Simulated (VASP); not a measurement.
Runs of VASP 6.6.1 on TaN. It takes space group F-43m (No. 216, cubic). The conventional cell has a = 4.982 Å, b = 4.982 Å, c = 4.982 Å, α = 90.00°, β = 90.00°, γ = 90.00°. Around Ta (site symmetry -43m) lie 4 N at 2.16 Å. N (site symmetry -43m) has 4 Ta at 2.16 Å as nearest neighbours. The cell comes from a database or a generator and needn't be the stable form of this composition.

| spin | U | fixed moment (μB) | gap on the mesh (eV) | pressure (GPa) | moment (μB) |
| --- | --- | --- | --- | --- | --- |
| collinear, random start | Ta d U = 3 eV | - | none | -24.3 | 0.06 |
| collinear, ferromagnetic start | Ta d U = 3 eV | 4 | - | (a) | 4.00 |
| collinear, ferromagnetic start | Ta d U = 3 eV | - | none | -24.3 | 0.06 |
| collinear, ferromagnetic start | Ta d U = 5 eV | - | none | -21.1 | 0.00 |
| off | Ta d U = 5 eV | - | none | -21.2 | - |
| collinear, ferromagnetic start | Ta d U = 5 eV | 0 | - | -21.1 | 0.00 |

Alike in all rows: task single point; level r2SCAN+U; potentials or basis VASP PAW PBE potentials, release 64 (Ta_pv, N); cell as given; k mesh 7 × 7 × 7; cutoff (eV) 520; smearing gaussian 0.05 eV.

**Question.** Estimate the missing entries.

**Answer.** (a) 17.7.

Caveats: the PAW data sets were made with another functional, which shifts forces and pressure a little; the total moment is fixed, so each spin has its own Fermi level (some runs); the moment is held away from its start (some runs); U without spin polarisation on a metal has little footing (some runs).

A k mesh can miss the band edges, and the runs leave out spin-orbit coupling on Ta.

A gap of «none» marks a metal or a gap under the smearing width.
